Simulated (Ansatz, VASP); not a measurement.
## Two plane-wave programs on GaP

```
Ga P
1.0
     0.00000    2.55487    2.76800
     2.76800    0.00000    2.76800
     2.76800    2.55487    0.00000
Ga P
1 1
Direct
  0.00000 0.00000 0.00000
  0.75000 0.75000 0.75000
```

Alike in both runs: task single point; functional PBEsol; k mesh 10 × 10 × 10; occupations gaussian, width 0.05 eV; no spin polarisation.

```csv
,VASP,Ansatz
version,VASP 6.6.1,Ansatz 0.2.0
potentials or method,"VASP PAW PBE potentials, release 64 (Ga_d, P)","scalar-relativistic, plane waves, PAW"
plane-wave cutoff (eV),520,420
valence electrons in the cell,18,18
```

|  | VASP | Ansatz | Ansatz less VASP |
| --- | --- | --- | --- |
| gap on the k mesh at the Fermi level (eV) | 0.68 | 0.68 | -0.001 |
| least direct gap on the mesh (eV) | 1.72 | 1.71 | -0.009 |
| pressure (GPa) | 2.1 | 2.3 | +0.13 |
| largest component of the traceless stress (GPa) | 3.39 | 3.38 | -0.017 |

Ansatz warned: «pseudo_functional_mismatch».

Caveats: the PAW data sets were made with another functional, which shifts forces and pressure a little (VASP). A k mesh can miss the band edges.
